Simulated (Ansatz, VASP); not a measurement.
**BeTe in VASP and in Ansatz**

File INCAR:

```
SYSTEM = BeTe
ALGO = Normal ; EDIFF = 1E-7
ENCUT = 500 ; GGA = RP
ISIF = 2 ; ISMEAR = 0
IVDW = 12 ; LASPH = .TRUE.
LCHARG = .TRUE. ; LREAL = .FALSE.
LVHAR = .TRUE. ; LWAVE = .FALSE.
NELM = 100 ; PREC = Accurate
SIGMA = 0.01
```

BeTe.cif

```cif
data_BeTe
_cell_length_a 5.54000000
_cell_length_b 5.54000000
_cell_length_c 5.54000000
_cell_angle_alpha 90.00000000
_cell_angle_beta 90.00000000
_cell_angle_gamma 90.00000000
_space_group_name_H-M_alt 'F-43m'
_space_group_name_Hall 'F -4 2 3'
_space_group_IT_number 216
loop_
_space_group_symop_operation_xyz
'x,y,z'
'y,-x,-z'
'-x,-y,z'
'-y,x,-z'
'x,-y,-z'
'y,x,z'
'-x,y,-z'
'-y,-x,z'
'z,x,y'
'-z,y,-x'
'z,-x,-y'
'-z,-y,x'
'-z,x,-y'
'z,y,x'
'-z,-x,y'
'z,-y,-x'
'y,z,x'
'-x,-z,y'
'-y,z,-x'
'x,-z,-y'
'-y,-z,x'
'x,z,y'
'y,-z,-x'
'-x,z,-y'
'x,y+1/2,z+1/2'
'y,-x+1/2,-z+1/2'
'-x,-y+1/2,z+1/2'
'-y,x+1/2,-z+1/2'
'x,-y+1/2,-z+1/2'
'y,x+1/2,z+1/2'
'-x,y+1/2,-z+1/2'
'-y,-x+1/2,z+1/2'
'z,x+1/2,y+1/2'
'-z,y+1/2,-x+1/2'
'z,-x+1/2,-y+1/2'
'-z,-y+1/2,x+1/2'
'-z,x+1/2,-y+1/2'
'z,y+1/2,x+1/2'
'-z,-x+1/2,y+1/2'
'z,-y+1/2,-x+1/2'
'y,z+1/2,x+1/2'
'-x,-z+1/2,y+1/2'
'-y,z+1/2,-x+1/2'
'x,-z+1/2,-y+1/2'
'-y,-z+1/2,x+1/2'
'x,z+1/2,y+1/2'
'y,-z+1/2,-x+1/2'
'-x,z+1/2,-y+1/2'
'x+1/2,y,z+1/2'
'y+1/2,-x,-z+1/2'
'-x+1/2,-y,z+1/2'
'-y+1/2,x,-z+1/2'
'x+1/2,-y,-z+1/2'
'y+1/2,x,z+1/2'
'-x+1/2,y,-z+1/2'
'-y+1/2,-x,z+1/2'
'z+1/2,x,y+1/2'
'-z+1/2,y,-x+1/2'
'z+1/2,-x,-y+1/2'
'-z+1/2,-y,x+1/2'
'-z+1/2,x,-y+1/2'
'z+1/2,y,x+1/2'
'-z+1/2,-x,y+1/2'
'z+1/2,-y,-x+1/2'
'y+1/2,z,x+1/2'
'-x+1/2,-z,y+1/2'
'-y+1/2,z,-x+1/2'
'x+1/2,-z,-y+1/2'
'-y+1/2,-z,x+1/2'
'x+1/2,z,y+1/2'
'y+1/2,-z,-x+1/2'
'-x+1/2,z,-y+1/2'
'x+1/2,y+1/2,z'
'y+1/2,-x+1/2,-z'
'-x+1/2,-y+1/2,z'
'-y+1/2,x+1/2,-z'
'x+1/2,-y+1/2,-z'
'y+1/2,x+1/2,z'
'-x+1/2,y+1/2,-z'
'-y+1/2,-x+1/2,z'
'z+1/2,x+1/2,y'
'-z+1/2,y+1/2,-x'
'z+1/2,-x+1/2,-y'
'-z+1/2,-y+1/2,x'
'-z+1/2,x+1/2,-y'
'z+1/2,y+1/2,x'
'-z+1/2,-x+1/2,y'
'z+1/2,-y+1/2,-x'
'y+1/2,z+1/2,x'
'-x+1/2,-z+1/2,y'
'-y+1/2,z+1/2,-x'
'x+1/2,-z+1/2,-y'
'-y+1/2,-z+1/2,x'
'x+1/2,z+1/2,y'
'y+1/2,-z+1/2,-x'
'-x+1/2,z+1/2,-y'
loop_
_atom_site_label
_atom_site_type_symbol
_atom_site_symmetry_multiplicity
_atom_site_Wyckoff_symbol
_atom_site_fract_x
_atom_site_fract_y
_atom_site_fract_z
_atom_site_occupancy
Te1 Te 4 c 0.2500000000 0.2500000000 0.2500000000 1
Be1 Be 4 a 0.0000000000 0.0000000000 0.0000000000 1
```

KPOINTS

```
k-points
0
G
  5 5 5
  0 0 0
```

Contents of POSCAR:

```
Te Be
 1.0000000000000000
     5.5400000000000000    0.0000000000000000    0.0000000000000000
     0.0000000000000000    5.5400000000000000    0.0000000000000000
     0.0000000000000000    0.0000000000000000    5.5400000000000000
 Te  Be 
   4   4
Cartesian
  1.3850000000000000  1.3850000000000000  1.3850000000000000
  1.3850000000000000  4.1550000000000002  4.1550000000000002
  4.1550000000000002  4.1550000000000002  1.3850000000000000
  4.1550000000000002  1.3850000000000000  4.1550000000000002
  0.0000000000000000  0.0000000000000000  0.0000000000000000
  0.0000000000000000  2.7700000000000000  2.7700000000000000
  2.7700000000000000  0.0000000000000000  2.7700000000000000
  2.7700000000000000  2.7700000000000000  0.0000000000000000
```

input.yaml

```yaml
crystal:
  lattice:
    - [5.54, 0.0, 0.0]
    - [0.0, 5.54, 0.0]
    - [0.0, 0.0, 5.54]
  atoms:
    - { symbol: Te, position: [0.25, 0.25, 0.25] }
    - { symbol: Te, position: [0.25, 0.75, 0.75] }
    - { symbol: Te, position: [0.75, 0.75, 0.25] }
    - { symbol: Te, position: [0.75, 0.25, 0.75] }
    - { symbol: Be, position: [0.0, 0.0, 0.0] }
    - { symbol: Be, position: [0.0, 0.5, 0.5] }
    - { symbol: Be, position: [0.5, 0.0, 0.5] }
    - { symbol: Be, position: [0.5, 0.5, 0.0] }
hamiltonian:
  xc: rpbe
  pseudopotentials: { kind: paw }
  dispersion: d3bj
kpoints:
  mp_grid: { grid: [5, 5, 5] }
scf:
  occupations: { method: gaussian, width: 0.01 }
output:
  forces: true
  stress: true
  eigenvalues: true
  write_density: true
  write_potential: true
  elf: true
  volumetric_format: npy
```

Alike in both runs: task electrostatic potential; functional RPBE; dispersion D3(BJ); k mesh 5 × 5 × 5; occupations gaussian, width 0.01 eV; no spin polarisation.

```csv
,VASP,Ansatz
version,VASP 6.6.1,Ansatz 0.2.0
potentials or method,"VASP PAW PBE potentials, release 64 (Te, Be)",Ansatz PAW
plane-wave cutoff (eV),500,420
valence electrons in the cell,32,72
```

VASP gave:

| Property | Result |
| --- | --- |
| gap on the k mesh at the Fermi level (eV) | 1.93 |
| least direct gap on the mesh (eV) | 1.93 |
| pressure (GPa) | -7.1 |
| dispersion energy (meV/atom) | -1364.7 |

Question: What did Ansatz give for the same quantities?

Answer: gap on the k mesh at the Fermi level (eV): 1.95; least direct gap on the mesh (eV): 1.95; pressure (GPa): -7.3; dispersion energy (meV/atom): -1364.8.

With one functional, cell and mesh, what is left measures potentials, basis and numerics. The two sets of potentials don't hold the same shells in valence.

Caveats: spin-orbit coupling is left out, which moves the levels of the heavy elements; the PAW data sets were made with another functional, which shifts forces and pressure a little (VASP); an odd mesh through Γ misses points on the zone boundary, where band edges often lie (VASP); odd divisions of the mesh miss points on the zone boundary, where band edges often lie, so the gap on the mesh can be too wide (Ansatz); the PAW data sets come from PBE, with cores solved anew for the run's functional, which leaves a small shift of forces and pressure (Ansatz). A hybrid or GW would open this gap; RPBE tends to underestimate it.
